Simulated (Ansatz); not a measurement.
Crystal: WS2.

```
CELL_PARAMETERS angstrom
1.57900 0.91164 6.16333
-1.57900 0.91164 6.16333
0.00000 -1.82327 6.16333
ATOMIC_POSITIONS crystal
W 0.00000 0.00000 0.00000
S 0.58100 0.58100 0.58100
S 0.75030 0.75030 0.75030
```

Measurements of this composition are mostly on another form, of space group No. 194.

Base run:

```yaml
Program: Ansatz 0.2.0
Functional: PBEsol
Potentials_or_basis: Ansatz PAW
Cutoff: "420 eV (not typed: the program's choice for these potentials)"
k_mesh: 10 × 10 × 10
Occupations: fermi-dirac, width 0.05 eV
Spin: no spin polarisation
Hubbard_terms: W d U = 2 eV
```

Its results: band gap on the k mesh 1.06 eV, indirect (least direct gap 2.16 eV); pressure -0.5 GPa; largest force 0.602 eV/Å.

Problem. The run is repeated on the same cell with these changes: hubbard terms from W d U = 2 eV to W d U = 4 eV. What comes out?

Solution. Band gap on the k mesh 1.12 eV, indirect (least direct gap 2.06 eV); pressure -0.4 GPa; largest force 0.604 eV/Å.

Caveats: spin-orbit coupling is left out, which moves the levels of the heavy elements; the PAW data sets come from PBE, with cores solved anew for the run's functional, which leaves a small shift of forces and pressure.

A k mesh can miss the band edges.
